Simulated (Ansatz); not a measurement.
The system is C.

```
CELL_PARAMETERS angstrom
2.52210 0.00000 0.00000
-1.26105 2.18420 0.00000
0.00000 0.00000 8.23710
ATOMIC_POSITIONS crystal
C 0.66667 0.33333 0.84375
C 0.33333 0.66667 0.34375
C 0.66667 0.33333 0.65625
C 0.33333 0.66667 0.15625
C 0.00000 0.00000 0.90625
C 0.00000 0.00000 0.40625
C 0.00000 0.00000 0.59375
C 0.00000 0.00000 0.09375
```

This is a hexagonal form of diamond, not graphite.

Below is the output of Ansatz 0.2.0 for this cell. Logs are shortened: lines on timing, memory, paths and dates and some standing lists are left out, and cuts for length are marked.

```text
Warning: RAYON_NUM_THREADS=4 ignored (pool sized by the plan → 4); use --threads N
C: projections on atomic orbitals take those of the free atom 1s2 2s2 2p2, of charge +0.00 (hamiltonian.pseudopotentials.projection_atoms)
LAPW: plane waves up to 10.857 Å⁻¹, error target 1.0e-3 eV per atom; small_component_spin mean_spin; C in spheres of 0.772 Å, 6 of its electrons in bands, Dirac shells [] (how accurate: hamiltonian.pseudopotentials.lapw.basis_error, Limitations)
Engine: ansatz 0.2.0, x86_64-unknown-linux-gnu
Pseudopotentials: kind: all_electron
Pseudopotential: C, LAPW, valence charge 6, lapw/all_electron/scalar/gaussian/C, Koelling and Harmon's equation, gaussian nucleus
Functional definition: PBE
  parameter kappa = 0.804
  parameter beta = 0.06672455060314922
  exchange = pbe_x(kappa = kappa, mu = beta*pi^2/3)
  correlation = pbe_c(beta = beta)
Crystal: 8 atoms, lattice volume = 45.376 Å³
Basis set: ecut = 449.0780220864891 eV, 1019 PW (Γ), exchange–correlation at level 2
Bands: 32, of which v1, the nominal top of the filled ones, is band 24 counted from 1 (23 counted from 0)
Symmetry: 24 space group operations
Space group: P63/mmc (ITA 194), of the structure as read, at distance tolerance 3.6e-5 Å
k-points: 57 of 576
Non-local potential: C, projectors of the file, none
Initial density: superposition of atomic densities (chi_scale 0.1, normalization cell)
Initial wavefunctions: plane waves of lowest kinetic energy (no species holds an atomic orbital)
Functional: x = pbe(κ = 0.804, μ = 0.2195149727645171), c = pbe(β = 0.06672455060314922)
iter 1 solved again at ethr=1.22e-2 eV; its pass at ethr=1.00e-1 eV (dr2=5.87e0 eV) is discarded
SCF iter   1: F=—  HF=-8296.217654 eV  |F-HF|=—  |Δ(HF+E_count)|=         —  Δρ=1.35e-1  dr2=5.90e0  ethr=1.22e-2  ⟨swp⟩=2.1  Hψ=13504  notcnv=0
preconditioner: auto → none  [insulator: Δε(μ)=5.173 eV  Ē_g=17.154 eV  σ=0.050 eV  W_gap=1.00  n_scr=6 (ndim 8)  ℏωp=31.2 eV  f_vac=0.000  D(μ)=0.00/eV (n_scr^D=0)  ε∞_Penn≈4.3]
SCF iter   2: F=—  HF=-8294.031745 eV  |F-HF|=—  |Δ(HF+E_count)|=    2.19e0  Δρ=5.39e-2  dr2=8.73e-1  ethr=1.22e-2  ⟨swp⟩=3.0  Hψ=4804  notcnv=0  defer=1
[... 23 lines left out ...]
  Σ components = -8293.775995   (vs F -8293.775995, Δ=0.00e0)
  Basis errors (estimates in eV, not in F): energy 6.3e-4 per atom: plane waves 6.1e-4 (3.9e-4 summed), levels above the bands 5.4e-55, relativity 1.1e-8, radial functions 1.9e-5, core shells 0.0e0; eigenvalues (radial functions only) 1.5e-6; not estimated: angular momenta, meshes, grids; target (lapw.basis_error) 1.0e-3; muffin-tin radii C 0.772 Å
--- Forces (eV/Å), atoms counted from 1 ---
  atom   1  C      0.00000000    -0.00000000     0.31945459
  atom   2  C     -0.00000000     0.00000000     0.31945459
  atom   3  C      0.00000000    -0.00000000    -0.31945459
  atom   4  C     -0.00000000     0.00000000    -0.31945459
  atom   5  C     -0.00000000     0.00000000     0.32820319
  atom   6  C     -0.00000000    -0.00000000     0.32820319
  atom   7  C      0.00000000     0.00000000    -0.32820319
  atom   8  C      0.00000000    -0.00000000    -0.32820319
  max |Σ_I F_I| component: 5.55e-17 eV/Å
--- Stress (GPa, compression-positive) ---
       -1.868242      -0.000000       0.000000
        0.000000      -1.868242       0.000000
        0.000000       0.000000      10.427507
  P = ⅓ Tr σ = 2.2303 GPa (22.303 kbar)
--- Band table (eV; the first three rows and the last of 57) ---
  k-point 0: bands = ["-252.1720", "-252.1710", "-252.1704", "-252.1690", "-252.1630", "-252.1615", "-252.1610", "-252.1600", "-7.8549", "-6.1618", "-6.1116", "-2.0464", "0.2395", "7.0303", "7.1071", "10.7319", "10.7319", "11.8023", "11.8023", "12.0278", "12.0278", "13.5425", "13.7656", "13.7656", "18.9581", "18.9581", "19.4835", "20.7714", "20.7714", "21.1431", "21.7171", "21.7171"]
  k-point 1: bands = ["-252.1719", "-252.1713", "-252.1701", "-252.1692", "-252.1628", "-252.1619", "-252.1607", "-252.1601", "-7.7466", "-6.8844", "-5.1888", "-2.8377", "1.2104", "4.9599", "9.2030", "10.8100", "10.8100", "11.4088", "11.4088", "12.5038", "12.5038", "12.8532", "13.5703", "13.5703", "19.1862", "19.1862", "19.8365", "20.3963", "20.3963", "20.9735", "21.9884", "21.9884"]
  k-point 2: bands = ["-252.1716", "-252.1716", "-252.1696", "-252.1696", "-252.1624", "-252.1624", "-252.1603", "-252.1603", "-7.4223", "-7.4223", "-4.0632", "-4.0632", "2.9684", "2.9684", "11.0403", "11.0403", "11.0403", "11.0403", "11.2228", "11.2228", "13.0893", "13.0893", "13.0893", "13.0893", "19.7468", "19.7468", "19.7468", "19.7468", "20.4874", "20.4874", "21.9953", "21.9953"]
  k-point 56: bands = ["-252.1683", "-252.1683", "-252.1666", "-252.1666", "-252.1654", "-252.1654", "-252.1636", "-252.1636", "-0.4781", "-0.4781", "-0.3629", "-0.3629", "2.0717", "2.0717", "2.7658", "2.7658", "4.3864", "4.3864", "5.2394", "5.2394", "8.4094", "8.4094", "8.6683", "8.6683", "19.0025", "19.0025", "23.5445", "23.5445", "24.8201", "24.8201", "25.6065", "25.6065"]
--- Löwdin populations: 8 sites ---
  site symbol       q [e]
     0      C      5.9899
     1      C      5.9899
     2      C      5.9899
     3      C      5.9899
     4      C      5.9795
     5      C      5.9795
     6      C      5.9795
     7      C      5.9795
  spilling = 0.002547 (of n_electrons = 48.000000)
```

Task: Write the input and the command behind it.

Result: Single point with PBE, no spin polarisation. The files as run (others can give the same):

input.yaml
```yaml
crystal:
  lattice:
    - [2.5221, 0.0, 0.0]
    - [-1.26105, 2.1842026709, 0.0]
    - [0.0, 0.0, 8.2371]
  atoms:
    - { symbol: C, position: [0.6666666667, 0.3333333333, 0.84375] }
    - { symbol: C, position: [0.3333333333, 0.6666666667, 0.34375] }
    - { symbol: C, position: [0.6666666667, 0.3333333333, 0.65625] }
    - { symbol: C, position: [0.3333333333, 0.6666666667, 0.15625] }
    - { symbol: C, position: [0.0, 0.0, 0.90625] }
    - { symbol: C, position: [0.0, 0.0, 0.40625] }
    - { symbol: C, position: [0.0, 0.0, 0.59375] }
    - { symbol: C, position: [0.0, 0.0, 0.09375] }
kpoints:
  mp_grid: { grid: [12, 12, 4] }
scf:
  occupations: { method: fermi_dirac, width: 0.05 }
hamiltonian:
  xc: pbe
  pseudopotentials: { kind: all_electron, lapw: { basis_error: 0.001 } }
output:
  forces: true
  stress: true
  eigenvalues: true
  populations: true
```

Potentials or basis: all-electron LAPW, scalar-relativistic.
Launch:
```sh
$ ansatz run input.yaml --threads 4 --pin off --max-ram 12288MiB --backend cpu --events-out ev --progress --plain --runs-dir out
```
